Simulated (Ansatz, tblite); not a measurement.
## A script for BaTe (GFN2-xTB)

These are simulated results from tblite 0.8.0, not measurements. The cell was built from a prototype and was relaxed with r2SCAN in plane waves (Ansatz 0.2.0). Not every such cell is a known phase. All runs are without spin polarisation.

It is cubic, Pm-3m (No. 221); conventional cell a = 4.245 Å, 38.24 Å³ an atom. Ba has 8 Te at 3.68 Å; Te has 8 Ba at 3.68 Å.

tblite solves periodic systems at the zone centre alone, so the script builds a cluster of 2×2×2 conventional cells (16 atoms), which folds in a coarse mesh of k points.

run.py reads:

```python
import json
from ase import Atoms
from ase.build import make_supercell
from ase.units import Bohr, GPa, Hartree
from tblite.interface import Calculator

atoms = Atoms(['Ba', 'Te'],
              cell=[[4.24481816, 0.0, 0.0], [0.0, 4.24481816, 0.0], [0.0, 0.0, 4.24481816]],
              scaled_positions=[[0.0, 0.0, 0.0], [0.5, 0.5, 0.5]],
              pbc=True)
cluster = make_supercell(atoms, [[2, 0, 0], [0, 2, 0], [0, 0, 2]])
calc = Calculator('GFN2-xTB', cluster.numbers, cluster.positions / Bohr, lattice=cluster.cell[:] / Bohr, periodic=cluster.pbc)
calc.set('temperature', 0.02 / Hartree)
calc.set('max-iter', 150)
res = calc.singlepoint()
levels = res.get('orbital-energies') * Hartree
nv = round(res.get('orbital-occupations').sum() / 2)
cells = len(cluster) // len(atoms)
out = {'energy_per_cell': res.get('energy') * Hartree / cells, 'homo': levels[nv - 1], 'lumo': levels[nv],
       'stress': (-res.get('virial') * Hartree / cluster.get_volume() / GPa).tolist(), 'charges': res.get('charges')[:len(atoms)].tolist(), 'electrons': 2 * nv / cells}
json.dump(out, open('results.json', 'w'))
for key, value in out.items():
    print(key, value)
```

Command: `python run.py`. It took 2 s on 1 thread of Arm Neoverse V1 (shared host), peak memory 0.092 GiB.

What it printed:

```
------------------------------------------------------------
  cycle        total energy    energy error   density error
------------------------------------------------------------
      1     -20.07451280265  -2.0098012E+01   4.8393855E-01
      2      77.94265235371   9.8017165E+01   1.4451256E+00
      3     -27.54806034240  -1.0549071E+02   1.3807937E-01
      4     -25.55333475311   1.9947256E+00   2.3498571E-01
      5     -24.83984319226   7.1349156E-01   2.9559116E-01
      6     -27.75088727171  -2.9110441E+00   1.3746559E-01
      7     -27.58208345585   1.6880382E-01   1.4158537E-01
      8     -27.87975199712  -2.9766854E-01   1.0335987E-01
      9     -28.11098159750  -2.3122960E-01   7.2241410E-02
     10     -28.17100501603  -6.0023419E-02   6.3977976E-02
     11     -27.50363008039   6.6737494E-01   1.4234339E-01
     12     -28.17627496952  -6.7264489E-01   6.1855706E-02
     13     -28.20170105580  -2.5426086E-02   5.9572539E-02
     14     -28.21492187020  -1.3220814E-02   5.7172941E-02
     15     -28.27042448777  -5.5502618E-02   4.5558763E-02
     16     -28.36899658996  -9.8572102E-02   1.5740193E-02
     17     -28.23282518537   1.3617140E-01   5.8773165E-02
     18     -28.12958384518   1.0324134E-01   7.4965521E-02
     19     -28.22130034793  -9.1716503E-02   6.1351145E-02
     20     -28.26270653702  -4.1406189E-02   4.8651639E-02
     21     -28.24232888188   2.0377655E-02   5.3527301E-02
     22     -28.35208974368  -1.0976086E-01   2.4934528E-02
     23     -28.35270756884  -6.1782517E-04   2.3807840E-02
     24     -28.26801687963   8.4690689E-02   5.0797737E-02
     25     -28.28198606415  -1.3969185E-02   4.7125742E-02
     26     -28.37618963743  -9.4203573E-02   3.4688782E-03
     27     -28.34724998967   2.8939648E-02   2.6064342E-02
     28     -28.30889104226   3.8358947E-02   3.9755999E-02
     29     -28.30968680524  -7.9576297E-04   3.9516494E-02
     30     -28.36453956024  -5.4852755E-02   1.6528662E-02
     31     -28.36816062386  -3.6210636E-03   1.3839432E-02
     32     -28.36623335631   1.9272676E-03   1.5323965E-02
     33     -28.32100512733   4.5228229E-02   3.6012431E-02
     34     -28.36813701469  -4.7131887E-02   1.3943226E-02
     35     -28.37628726170  -8.1502470E-03   1.9169731E-03
     36     -28.37453068798   1.7565737E-03   6.7535139E-03
     37     -28.36915574794   5.3749400E-03   1.3073109E-02
     38     -28.37560988004  -6.4541321E-03   4.1531089E-03
     39     -28.37024975177   5.3601283E-03   1.2179974E-02
     40     -28.36884819128   1.4015605E-03   1.3456185E-02
     41     -28.37162499992  -2.7768086E-03   1.0792678E-02
     42     -28.37355626516  -1.9312652E-03   8.3389674E-03
     43     -28.37582517965  -2.2689145E-03   3.6734878E-03
     44     -28.37542367954   4.0150011E-04   4.7868727E-03
     45     -28.37518665773   2.3702181E-04   5.3465913E-03
     46     -28.37521973240  -3.3074673E-05   5.2758355E-03
     47     -28.37482320158   3.9653082E-04   6.0923222E-03
     48     -28.37520136148  -3.7815989E-04   5.3039331E-03
     49     -28.37516549650   3.5864975E-05   5.3832931E-03
     50     -28.37629840075  -1.1329042E-03   1.2147134E-03
     51     -28.37613083135   1.6756940E-04   2.4569053E-03
     52     -28.37609571036   3.5120992E-05   2.6209854E-03
     53     -28.37616245236  -6.6742008E-05   2.2726730E-03
     54     -28.37616526094  -2.8085770E-06   2.2627269E-03
     55     -28.37624475733  -7.9496393E-05   1.7107655E-03
     56     -28.37615972178   8.5035557E-05   2.2485341E-03
     57     -28.37619023509  -3.0513310E-05   2.0196370E-03
     58     -28.37601119458   1.7904050E-04   2.8476517E-03
     59     -28.37598820538   2.2989206E-05   2.9136732E-03
     60     -28.37597661273   1.1592650E-05   2.9293235E-03
     61     -28.37602903052  -5.2417789E-05   2.7273095E-03
     62     -28.37601785406   1.1176461E-05   2.8037212E-03
     63     -28.37627145949  -2.5360544E-04   1.1158218E-03
     64     -28.37631678817  -4.5328676E-05   3.3891984E-04
     65     -28.37624533455   7.1453620E-05   1.3263561E-03
     66     -28.37617415518   7.1179365E-05   1.8154325E-03
     67     -28.37617759887  -3.4436813E-06   1.7915058E-03
     68     -28.37619568798  -1.8089117E-05   1.6662294E-03
     69     -28.37618017406   1.5513926E-05   1.7663983E-03
     70     -28.37625486689  -7.4692835E-05   1.2074083E-03
     71     -28.37627121498  -1.6348091E-05   1.0486258E-03
     72     -28.37627873677  -7.5217908E-06   9.5536230E-04
     73     -28.37628305032  -4.3135468E-06   9.0270955E-04
     74     -28.37625915789   2.3892433E-05   1.1669265E-03
     75     -28.37629110863  -3.1950742E-05   7.8968654E-04
     76     -28.37629246486  -1.3562356E-06   7.7112446E-04
     77     -28.37630161288  -9.1480115E-06   6.1977853E-04
     78     -28.37630261737  -1.0044997E-06   6.0579249E-04
     79     -28.37630764562  -5.0282440E-06   4.9908473E-04
     80     -28.37630849113  -8.4551185E-07   4.7678687E-04
     81     -28.37630973688  -1.2457516E-06   4.4293537E-04
     82     -28.37631371054  -3.9736543E-06   3.2097384E-04
     83     -28.37631697522  -3.2646804E-06   1.7628696E-04
     84     -28.37631602910   9.4611339E-07   2.2477609E-04
     85     -28.37631071233   5.3167711E-06   4.0756121E-04
     86     -28.37631024468   4.6765357E-07   4.1932893E-04
     87     -28.37630666578   3.5788971E-06   5.0359428E-04
     88     -28.37631031453  -3.6487468E-06   4.1252447E-04
     89     -28.37631238634  -2.0718123E-06   3.5283231E-04
     90     -28.37631335871  -9.7236699E-07   3.1937739E-04
     91     -28.37631328218   7.6523147E-08   3.2189181E-04
     92     -28.37631432852  -1.0463359E-06   2.8182794E-04
     93     -28.37631727110  -2.9425787E-06   1.3014796E-04
     94     -28.37631798881  -7.1770924E-07   4.5673451E-05
     95     -28.37631764595   3.4285797E-07   9.6136447E-05
     96     -28.37631773146  -8.5511832E-08   8.1470573E-05
     97     -28.37631791252  -1.8105593E-07   5.1128123E-05
     98     -28.37631798157  -6.9048564E-08   3.3922092E-05
     99     -28.37631797176   9.8100124E-09   3.6906745E-05
    100     -28.37631800085  -2.9095688E-08   2.7097399E-05
    101     -28.37631800308  -2.2257431E-09   2.6163353E-05
    102     -28.37631800554  -2.4635760E-09   2.6211522E-05
    103     -28.37631800526   2.8410341E-10   2.6328559E-05
    104     -28.37631786273   1.4252938E-07   6.3694066E-05
    105     -28.37631802167  -1.5894324E-07   1.7692954E-05
------------------------------------------------------------

 total:                                   1.335 sec
energy_per_cell -96.5198679547399
homo -7.783753199579239
lumo -7.783752274999645
stress [[6.603462306748292, -1.4388574666212386e-07, -9.686660954031415e-08], [-1.4388574666553967e-07, 6.603462242052939, -7.692046402348283e-08], [-9.686660952059941e-08, -7.692046419808141e-08, 6.6034625203222665]]
charges [0.15056133039755454, -0.15060337000026186]
electrons 8.0
```

The cycle table is in hartree for the whole cluster, and the lines after it are in eV (the energy for one cell). The printed stress is in GPa and positive in compression, and the pressure is its mean diagonal.

GFN2-xTB gives no gap at the points read. On the same cell, plane-wave PBE (Ansatz, 6×6×6 k points and the special points) gives a gap of 0.86 eV and r2SCAN a gap of 1.20 eV; on shared hosts these took about 2.4 and 5.6 core-seconds on the 2-atom cell, against 2 for the script. Spin-orbit coupling, left out in all these runs, can cut or reorder the gap by tenths of an eV, up to about 1 eV with Pb or Bi. This method closes a gap that PBE finds, a failure in kind.

The same script was run on cells scaled at fixed shape and fractional coordinates:

```tsv
volume (Å³/atom)	energy (meV/atom)	pressure (GPa, positive in compression)	gap (eV)
33.65	197.0	7.87	0.11
35.95	92.8	6.64	0.06
38.24	0.0	6.60	0.00
40.54	-81.9	4.89	0.00
42.83	-143.1	3.91	0.00
```

The minimum lies beyond the largest of these volumes.

xTB was fitted mostly to molecules, and a small cluster samples few k points, so gaps, pressures and kinks along a curve can be far from a solid's.

Spin-orbit coupling is left out, which matters wherever the heavy atoms make up the band edges.
